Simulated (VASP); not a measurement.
In CsCl (CsCl type) the Cs atom of the primitive cell, with all its periodic images, is moved by 0.06 Å along [111].

```xyz
2
Lattice="4.2000 0.0000 0.0000 0.0000 4.2000 0.0000 0.0000 0.0000 4.2000" Properties=species:S:1:pos:R:3 pbc="T T T"
Cs    0.0346    0.0346    0.0346
Cl    2.1000    2.1000    2.1000
```

Computed with HSE06, plane waves, standard recommended PAW potentials (VASP 6.6.1).

Cutoff 341 eV; orbitals from an earlier step on the same cell; potentials Cs_sv Cl; PREC = Accurate; HFSCREEN = 0.208; HFRCUT = 0; PRECFOCK = Normal; k-mesh 4×4×4 Γ-centred; Fermi–Dirac smearing of 0.05 eV; no spin polarisation; no spin–orbit coupling.

**Question.** What force results?

**Answer.** The force on it along the displacement is -0.0357 eV/Å, a force constant of 0.59 eV/Å².

```
atom  Fx (eV/Å)  Fy (eV/Å)  Fz (eV/Å)
 Cs1    -0.0206    -0.0206    -0.0206
 Cl2     0.0206     0.0206     0.0206
```

Potentials made with PBE were used with another functional.
